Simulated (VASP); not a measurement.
# TePb (Fm-3m) in VASP: notebook

One crystal, TePb, is run at these levels: PBE+D3(BJ); tasks: relaxation of cell and atoms.

All numbers are computed with VASP 6.6.1; they aren't measurements. Logs are shortened: lines on timing, memory, paths and dates and some standing lists are left out, and cuts for length are marked.

## (1) The structure

Symmetry: Fm-3m, No. 225, cubic system. The conventional cell has a = 6.462 Å, b = 6.462 Å, c = 6.462 Å, α = 90.00°, β = 90.00°, γ = 90.00°. Te (site symmetry m-3m) has 6 Pb at 3.23 Å as nearest neighbours. Pb (site symmetry m-3m) has 6 Te at 3.23 Å as nearest neighbours.

## (2) Relaxation of cell and atoms, PBE+D3(BJ)

The input, INCAR:

```
PREC = Accurate
ENCUT = 600
EDIFF = 1E-6
ISMEAR = 0
SIGMA = 0.03
LREAL = F
LASPH = T
NELM = 80
ALGO = Normal
ISIF = 3
LWAVE = F
LCHARG = F
GGA = PE
IVDW = 12
IBRION = 2
NSW = 90
EDIFFG = -0.01
```

The input, KPOINTS:

```
regular mesh
0
Gamma
  8 8 8
```

The input, POSCAR:

```
TePb
1.0
    0.0000000000      3.2310000000      3.2310000000
    3.2310000000      0.0000000000      3.2310000000
    3.2310000000      3.2310000000      0.0000000000
Te Pb
1 1
Direct
    0.5000000000      0.5000000000      0.5000000000
    0.0000000000      0.0000000000      0.0000000000
```

Potentials or basis: VASP PAW PBE potentials, release 64 (Te, Pb_d).

On the command line:

```bash
$ cat potpaw_PBE.64/Te/POTCAR potpaw_PBE.64/Pb_d/POTCAR > POTCAR
$ mpirun -np 1 vasp_std > vasp.out
```

OUTCAR:

```text
PREC = Accurate
   ENCUT = 600
   EDIFF = 1E-6
   ISMEAR = 0
   LREAL = F
   LASPH = T
   NELM = 80
   ISIF = 3
   GGA = PE
   IVDW = 12
   IBRION = 2
   NSW = 90
   EDIFFG = -0.01
 IVDW          = 12

 ion  position               nearest neighbor table
   1  0.500  0.500  0.500-   2 3.23   2 3.23   2 3.23   2 3.23   2 3.23   2 3.23
   2  0.000  0.000  0.000-   1 3.23   1 3.23   1 3.23   1 3.23   1 3.23   1 3.23

  LATTYP: Found a face centered cubic cell.
 ALAT       =     6.4620000000

  Lattice vectors:

 A1 = (   0.0000000000,   3.2310000000,   3.2310000000)
 A2 = (   3.2310000000,   0.0000000000,   3.2310000000)
 A3 = (   3.2310000000,   3.2310000000,   0.0000000000)

Analysis of symmetry for initial positions (statically):
=====================================================================
 Subroutine PRICEL returns:
 Original cell was already a primitive cell.

 Routine SETGRP: Setting up the symmetry group for a
 face centered cubic supercell.

 Subroutine GETGRP returns: Found 48 space group operations
 (whereof 48 operations were pure point group operations)
 out of a pool of 48 trial point group operations.

The static configuration has the point symmetry O_h .

Analysis of symmetry for dynamics (positions and initial velocities):
=====================================================================
 Subroutine PRICEL returns:
 Original cell was already a primitive cell.

 Routine SETGRP: Setting up the symmetry group for a
 face centered cubic supercell.

 Subroutine GETGRP returns: Found 48 space group operations
 (whereof 48 operations were pure point group operations)
 out of a pool of 48 trial point group operations.

The dynamic configuration has the point symmetry O_h .

 Subroutine INISYM returns: Found 48 space group operations
 (whereof 48 operations are pure point group operations),
 and found     1 'primitive' translations

----------------------------------------------------------------------------------------

                                     Primitive cell

  volume of cell :      67.4592

  direct lattice vectors                    reciprocal lattice vectors
     0.000000000  3.231000000  3.231000000    -0.154750851  0.154750851  0.154750851
     3.231000000  0.000000000  3.231000000     0.154750851 -0.154750851  0.154750851
     3.231000000  3.231000000  0.000000000     0.154750851  0.154750851 -0.154750851

  length of vectors
     4.569324020  4.569324020  4.569324020     0.268036337  0.268036337  0.268036337

  position of ions in fractional coordinates (direct lattice)
     0.500000000  0.500000000  0.500000000
     0.000000000  0.000000000  0.000000000

  ion indices of the primitive-cell ions
   primitive index   ion index
                 1           1
                 2           2

----------------------------------------------------------------------------------------

 KPOINTS: regular mesh

Automatic generation of k-mesh.
 Grid dimensions read from file:
 generate k-points for:    8    8    8

 Generating k-lattice:

  Cartesian coordinates                     Fractional coordinates (reciprocal lattice)
    -0.019343856  0.019343856  0.019343856     0.125000000  0.000000000  0.000000000
     0.019343856 -0.019343856  0.019343856     0.000000000  0.125000000  0.000000000
     0.019343856  0.019343856 -0.019343856     0.000000000  0.000000000  0.125000000

  Length of vectors
     0.033504542  0.033504542  0.033504542

  Shift w.r.t. Gamma in fractional coordinates (k-lattice)
     0.000000000  0.000000000  0.000000000

 Subroutine IBZKPT returns following result:
 ===========================================
[... 62 lines left out ...]
   EFERMI =   0.00;   METHOD = LEGACY
   ISMEAR =     0;   SIGMA  =   0.03  broadening in eV -4-tet -1-fermi 0-gaus
   EFERMI_NEDOS =   21; number of points for ismear=-14 and -15
   IALGO  =     38    algorithm
   IMIX   =      4    mixing-type and parameters
     AMIX     =   0.40;   BMIX     =  1.00
     AMIX_MAG =   1.60;   BMIX_MAG =  1.00
  volume/ion in A,a.u.               =      33.73       227.62
  Fermi-wavevector in a.u.,A,eV,Ry     =   1.091619  2.062861 16.213147  1.191633
  Thomas-Fermi vector in A             =   2.227868
   LORBIT       =      0    0 simple, 1 ext, 2 COOP (PROOUT), +10 PAW based schemes
   GGA     = PE    functional components
   LHFCALC =     F    Hartree Fock is set to
   AEXX    =    0.0000 exact exchange contribution
   IVDW    =    12    specifies the selected vdW correction
   LEPSILON=     F    determine dielectric tensor
   LRPA    =     F    only Hartree local field effects (RPA)
 conjugate gradient relaxation of ions
 non-spin polarized calculation
 Gauss-broadening in eV      SIGMA  =   0.03
  energy-cutoff  :      600.00
  volume of cell :       67.46
 maximum number of plane-waves:      2272
 NGX is ok and might be reduce to    40
   NGX = 19   NGY = 19   NGZ = 19

--------------------------------------- Ionic step        1  -------------------------------------------

 number of electron      19.9999998 magnetization

 Free energy of the ion-electron system (eV)
  ---------------------------------------------------
  ext. energy  EPLUGINS =         0.00000000
  ---------------------------------------------------
  free energy    TOTEN  =        -7.50127611 eV

  energy without entropy =       -7.50127611  energy(sigma->0) =       -7.50127611

------------------------ aborting loop because EDIFF is reached ----------------------------------------

 Edisp (eV)   -0.80467

 E8    (eV) :    -0.3899

  FORCE on cell =-STRESS in cart. coord.  units (eV):
  Direction    XX          YY          ZZ          XY          YZ          ZX
  --------------------------------------------------------------------------------------
  -------------------------------------------------------------------------------------
  Total       0.05135     0.05135     0.05135     0.00000     0.00000    -0.00000
  in kB       1.21951     1.21951     1.21951     0.00000     0.00000    -0.00000
  external pressure =        1.22 kB  Pullay stress =        0.00 kB

 VOLUME and BASIS-vectors are now :
 -----------------------------------------------------------------------------
  energy-cutoff  :      600.00
  volume of cell :       67.46
      direct lattice vectors                 reciprocal lattice vectors
     0.000000000  3.231000000  3.231000000    -0.154750851  0.154750851  0.154750851
     3.231000000  0.000000000  3.231000000     0.154750851 -0.154750851  0.154750851
     3.231000000  3.231000000  0.000000000     0.154750851  0.154750851 -0.154750851

 POSITION                                       TOTAL-FORCE (eV/Angst)
 -----------------------------------------------------------------------------------
      3.23100      3.23100      3.23100         0.000000      0.000000      0.000000
      0.00000      0.00000      0.00000         0.000000      0.000000      0.000000
 -----------------------------------------------------------------------------------
    total drift:                                0.000000     -0.000000     -0.000000

  FREE ENERGIE OF THE ION-ELECTRON SYSTEM (eV)
  ---------------------------------------------------
  free  energy   TOTEN  =        -8.3059428251 eV

  energy  without entropy=       -8.3059428251  energy(sigma->0) =       -8.30594283

--------------------------------------- Ionic step        2  -------------------------------------------

 number of electron      19.9999999 magnetization

 Free energy of the ion-electron system (eV)
  ---------------------------------------------------
  ext. energy  EPLUGINS =         0.00000000
  ---------------------------------------------------
  free energy    TOTEN  =        -7.50445581 eV

  energy without entropy =       -7.50445581  energy(sigma->0) =       -7.50445581

 E-fermi :   5.7306     XC(G=0):  -9.2835

 val. band max:        5.5768869073   @ k =   0.5000   0.0000   0.0000
 cond. band min:       6.3199594384   @ k =   0.5000   0.0000   0.0000
 fundamental gap:      0.7430725311
 Fermi energy:         5.7306271364

 k-point     1 :       0.0000    0.0000    0.0000
  band No.  band energies     occupation
      1     -11.1391      2.00000
      2     -11.1391      2.00000
      3     -11.1302      2.00000
      4     -11.1302      2.00000
      5     -11.1302      2.00000
      6      -6.4110      2.00000
      7      -0.0276      2.00000
      8       4.2442      2.00000
      9       4.2442      2.00000
     10       4.2442      2.00000
     11       9.6505      0.00000
     12       9.6505      0.00000
     13       9.6505      0.00000
     14      11.3814      0.00000
[... 377 lines left out ...]
      1     -11.1675      2.00000
      2     -11.1468      2.00000
      3     -11.1241      2.00000
      4     -11.1185      2.00000
      5     -11.1106      2.00000
      6      -4.7962      2.00000
      7      -2.7302      2.00000
      8       2.8249      2.00000
      9       3.0321      2.00000
     10       5.1206      2.00000
     11       6.9180      0.00000
     12       9.1412      0.00000
     13       9.5925      0.00000
     14      12.4071      0.00000

 [... further k-points ...]

------------------------ aborting loop because EDIFF is reached ----------------------------------------

 Edisp (eV)   -0.80157

 E8    (eV) :    -0.3884

  FORCE on cell =-STRESS in cart. coord.  units (eV):
  Direction    XX          YY          ZZ          XY          YZ          ZX
  --------------------------------------------------------------------------------------
  -------------------------------------------------------------------------------------
  Total      -0.01001    -0.01001    -0.01001     0.00000     0.00000     0.00000
  in kB      -0.23691    -0.23691    -0.23691     0.00000     0.00000     0.00000
  external pressure =       -0.24 kB  Pullay stress =        0.00 kB

 VOLUME and BASIS-vectors are now :
 -----------------------------------------------------------------------------
  energy-cutoff  :      600.00
  volume of cell :       67.71
      direct lattice vectors                 reciprocal lattice vectors
     0.000000000  3.235001781  3.235001781    -0.154559420  0.154559420  0.154559420
     3.235001781  0.000000000  3.235001781     0.154559420 -0.154559420  0.154559420
     3.235001781  3.235001781  0.000000000     0.154559420  0.154559420 -0.154559420

 POSITION                                       TOTAL-FORCE (eV/Angst)
 -----------------------------------------------------------------------------------
      3.23500      3.23500      3.23500        -0.000000      0.000000     -0.000000
      0.00000      0.00000      0.00000         0.000000      0.000000      0.000000
 -----------------------------------------------------------------------------------
    total drift:                                0.000000     -0.000000     -0.000000

  FREE ENERGIE OF THE ION-ELECTRON SYSTEM (eV)
  ---------------------------------------------------
  free  energy   TOTEN  =        -8.3060301457 eV

  energy  without entropy=       -8.3060301457  energy(sigma->0) =       -8.30603015

 reached required accuracy - stopping structural energy minimisation
```

Run time: 25 s. Hardware: 1 thread of Intel Xeon 6975P-C (Granite Rapids), shared host; peak memory 0.26 GiB.

What came out:

| Quantity | Value |
| --- | --- |
| Free energy | -8.3060 eV |
| Relaxed volume | 33.86 Å³/atom |
| Relaxed cell | a = 4.575 Å, b = 4.575 Å, c = 4.575 Å, α = 60.00°, β = 60.00°, γ = 60.00° |
| Space group after relaxing (to 0.05 Å) | Fm-3m (No. 225) |
| Energy gained by relaxing | 0.0 meV/atom |
| Ionic steps | 2 |
| Pressure after relaxing | 0.0 GPa |
| Band gap on the k mesh | 0.74 eV, direct |
| Dispersion energy per atom | -0.401 eV |

Final structure:
```xyz
2
Lattice="0.0000 3.2350 3.2350 3.2350 0.0000 3.2350 3.2350 3.2350 0.0000" Properties=species:S:1:pos:R:3 pbc="T T T"
Te    3.2350    3.2350    3.2350
Pb    0.0000    0.0000    0.0000
```

Levels at points of the mesh, in eV from the valence-band top:
| k point | band 8 | band 9 | band 10 | band 11 | band 12 | band 13 |
| --- | --- | --- | --- | --- | --- | --- |
| (0.00, 0.00, 0.00) | -1.33 | -1.33 | -1.33 | 4.07 | 4.07 | 4.07 |
| (0.50, 0.00, 0.00) | -0.88 | -0.88 | 0.00 | 0.74 | 1.28 | 1.28 |
| (0.50, 0.50, 0.00) | -4.47 | -2.78 | -2.78 | 3.31 | 5.46 | 5.46 |

Caveat: spin-orbit coupling is left out, which as a rule narrows the gap of such compounds by several tenths of an eV. Zero-point motion and thermal expansion aren't in these numbers.

[end of part 1 of 2]
